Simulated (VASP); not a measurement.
# CdS in VASP 6.6.1, single-point calculation

INCAR

```
ISIF = 2
NELM = 89
LASPH = .TRUE.
LCHARG = .FALSE.
ENCUT = 520
IBRION = -1
EDIFF = 1E-7
NELECT = 18.5
NBANDS = 16
LREAL = .FALSE.
ISMEAR = -5
NSW = 0
PREC = Accurate
SIGMA = 0.2
LWAVE = .FALSE.
GGA = PE
NELMDL = 0
```

KPOINTS

```
KPOINTS created by Atomic Simulation Environment
0
Gamma
8 8 8
0 0 0
```

POSCAR

```
Cd S
 1.0000000000000000
     0.0000000000000000    2.7267765454999999    2.7267765454999999
     2.7131426627000002    0.0000000000000000    2.7267765454999999
     2.7131426627000002    2.7267765454999999    0.0000000000000000
 Cd  S
   1   1
Cartesian
  0.0000000000000000  0.0000000000000000  0.0000000000000000
  2.7131426626999997  2.7267765454999995  2.7267765454999995
```

The recommended PBE PAW datasets give the neutral cell 18 valence electrons.

Command

```
mpirun -np 1 vasp_std
```

OSZICAR

```
N       E                     dE             d eps       ncg     rms          rms(c)
DAV:   1     0.111292645383E+03    0.11129E+03   -0.96598E+03  2008   0.108E+03
DAV:   2    -0.215192513445E+00   -0.11151E+03   -0.10596E+03  2304   0.264E+02
DAV:   3    -0.394994199912E+01   -0.37347E+01   -0.37275E+01  2312   0.501E+01
DAV:   4    -0.396733205993E+01   -0.17390E-01   -0.17388E-01  2352   0.338E+00
DAV:   5    -0.396749419581E+01   -0.16214E-03   -0.16213E-03  2344   0.312E-01    0.955E+00
DAV:   6    -0.342581117620E+01    0.54168E+00   -0.10103E+00  2376   0.996E+00    0.697E+00
DAV:   7    -0.341022564090E+01    0.15586E-01   -0.17210E-01  2408   0.278E+00    0.335E+00
DAV:   8    -0.340940424677E+01    0.82139E-03   -0.16870E-02  2224   0.157E+00    0.261E-01
DAV:   9    -0.340924430583E+01    0.15994E-03   -0.12572E-03  2376   0.526E-01    0.594E-02
DAV:  10    -0.340930946907E+01   -0.65163E-04   -0.11899E-04  2144   0.896E-02    0.460E-02
DAV:  11    -0.340933644410E+01   -0.26975E-04   -0.48623E-05  2416   0.855E-02    0.213E-02
DAV:  12    -0.340933387244E+01    0.25717E-05   -0.74151E-06  2224   0.364E-02    0.500E-03
DAV:  13    -0.340933385999E+01    0.12452E-07   -0.78507E-07  2288   0.564E-03
   1 F= -.34093339E+01 E0= -.34093339E+01  d E =0.000000E+00
```

From OUTCAR

```
k-points           NKPTS =     59   k-points in BZ     NKDIM =     59   number of bands    NBANDS=     16

   NELECT =      18.5000    total number of electrons

   dimension x,y,z NGX =    30 NGY =   30 NGZ =   30
   dimension x,y,z NGXF=    60 NGYF=   60 NGZF=   60

  energy-cutoff  :      520.00
  volume of cell :       40.35
      direct lattice vectors                 reciprocal lattice vectors
     0.000000000  2.726776545  2.726776545    -0.184288135  0.183366694  0.183366694
     2.713142663  0.000000000  2.726776545     0.184288135 -0.183366694  0.183366694
     2.713142663  2.726776545  0.000000000     0.184288135  0.183366694 -0.183366694

 k-points in reciprocal lattice and weights: KPOINTS created by Atomic Simulation Env
   0.00000000  0.00000000  0.00000000       0.002
   0.12500000  0.00000000  0.00000000       0.016
   0.25000000  0.00000000  0.00000000       0.016
   0.37500000  0.00000000  0.00000000       0.016
   0.50000000  0.00000000  0.00000000       0.008
   0.12500000  0.12500000  0.00000000       0.008
   0.25000000  0.12500000  0.00000000       0.031
   0.37500000  0.12500000  0.00000000       0.031
   ...

 E-fermi :   5.7431

 k-point     1 :       0.0000    0.0000    0.0000
  band No.  band energies     occupation
      1      -9.9489      2.00000
      2      -4.4911      2.00000
      3      -4.4911      2.00000
      4      -4.4840      2.00000
      5      -4.4762      2.00000
      6      -4.4754      2.00000
      7       2.1814      2.00000
      8       2.2086      2.00000
      9       2.2086      2.00000
     10       3.9074      2.00000
     11      12.0885      0.00000
     12      12.0885      0.00000
     13      12.1116      0.00000
     14      14.0155      0.00000
     15      14.4058      0.00000
     16      14.4058      0.00000

 k-point     2 :       0.1250    0.0000    0.0000
  band No.  band energies     occupation
      1      -9.8094      2.00000
      2      -4.5313      2.00000
      3      -4.5305      2.00000
      4      -4.5072      2.00000
      5      -4.4558      2.00000
      6      -4.4529      2.00000
      7       1.0301      2.00000
      8       2.2984      2.00000
      9       2.3106      2.00000
     10       5.0591      1.88559
     11      10.8723      0.00000
     12      11.7786      0.00000
     13      11.8293      0.00000
     14      13.2051      0.00000
     15      13.2417      0.00000
     16      14.0301      0.00000

 k-point     3 :       0.2500    0.0000    0.0000
  band No.  band energies     occupation
      1      -9.4339      2.00000
      2      -4.6553      2.00000
      3      -4.6520      2.00000
      4      -4.5766      2.00000
      5      -4.3760      2.00000
      6      -4.3752      2.00000
      7      -0.4831      2.00000
      8       2.5686      2.00000
      9       2.5711      2.00000
     10       6.2898      0.00491
     11       9.7684      0.00000
     12      10.3560      0.00000
     13      10.4242      0.00000
     14      13.7363      0.00000
     15      13.7542      0.00000
     16      13.7884      0.00000

 ...

  Total        6.3716742      6.2418183      6.2418183      0.0000000      0.0000000      0.0000000
  in kB      253.0244090    247.8677236    247.8677236      0.0000000      0.0000000      0.0000000
  external PRESSURE =     249.5866187 kB  Pullay stress =       0.0000000 kB

 POSITION                                       TOTAL-FORCE (eV/Angst)
 -----------------------------------------------------------------------------------
      0.00000      0.00000      0.00000         0.000000     -0.000000      0.000000
      2.71314      2.72678      2.72678         0.000000      0.000000     -0.000000
 -----------------------------------------------------------------------------------
    total drift:                               -0.000000      0.000000      0.000000

  FREE ENERGIE OF THE ION-ELECTRON SYSTEM (eV)
  ---------------------------------------------------
  free  energy   TOTEN  =        -3.4093338600 eV

  energy  without entropy=       -3.4093338600  energy(sigma->0) =       -3.40933386
```

It converged. Results: pressure 25.0 GPa.

The cell is charged and sits in a uniform background.

For comparison, a separate PBE run of the intended cell, on usual settings and not on those above, gives a gap of 0.22 eV on its mesh and a pressure of 2.6 GPa.

The run above took about 17 s on one core of a shared host (Intel Xeon 6975P-C) and held 0.19 GiB at most.
